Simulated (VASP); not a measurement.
ZnO: dielectric tensor with LDA

Crystal: ZnO.

```xyz
4
Lattice="3.2880 0.0000 0.0000 -1.6440 2.8475 0.0000 0.0000 0.0000 7.1304" Properties=species:S:1:pos:R:3 pbc="T T T"
Zn    0.0000    0.0000    1.7826
Zn    0.0000    0.0000    5.3478
O     1.6440    0.9492    5.3478
O     0.0000    1.8983    1.7826
```

Measurements of this composition are mostly on another form, of space group No. 186.

| Quantity | Value |
| --- | --- |
| Program | VASP 6.6.1 |
| Task | dielectric tensor |
| Functional | LDA |
| Potentials or basis | VASP PAW LDA potentials, release 64 (Zn, O) |
| Cutoff | 800 eV |
| k mesh | 13 × 13 × 6 |
| Occupations | gaussian, width 0.01 eV |
| Spin | no spin polarisation |
| Further INCAR settings | ALGO = Normal; EDIFF = 1e-08 |

```yaml
Band_gap_on_the_k_mesh: 0.76 eV, direct
Electronic_dielectric_tensor_diagonal: 5.56, 5.56, 2.91
Born_charges_mean_of_the_diagonal: Zn +1.98; O -1.98 e
```

Levels at points of the mesh, in eV from the valence-band top:
| k point | band 15 | band 16 | band 17 | band 18 | band 19 | band 20 | band 21 | band 22 |
| --- | --- | --- | --- | --- | --- | --- | --- | --- |
| (0.00, 0.00, 0.00) | -0.01 | -0.01 | 0.00 | 0.00 | 0.76 | 3.31 | 5.07 | 10.81 |
| (0.00, 0.00, 0.50) | 0.00 | 0.00 | 0.00 | 0.00 | 1.89 | 1.89 | 7.14 | 7.14 |

Electronic dielectric tensor:
```
5.56 0.00 0.00
0.00 5.56 0.00
0.00 0.00 2.91
```

Born effective charge tensors (e):
atom 1, Zn
```
2.53 0.00 0.00
0.00 2.53 0.00
0.00 0.00 0.87
```
atom 2, Zn
```
2.53 0.00 0.00
0.00 2.53 0.00
0.00 0.00 0.87
```
atom 3, O
```
-2.53  0.00  0.00
 0.00 -2.53  0.00
 0.00  0.00 -0.87
```
atom 4, O
```
-2.53  0.00  0.00
 0.00 -2.53  0.00
 0.00  0.00 -0.87
```

It took 30 min on 1 thread of Intel(R) Xeon(R) 6975P-C (Granite Rapids), on a shared host, peak memory 1.2 GiB.

Caveat: an odd mesh through Γ misses points on the zone boundary, where band edges often lie. As with any semilocal functional, this LDA gap is likely too small.
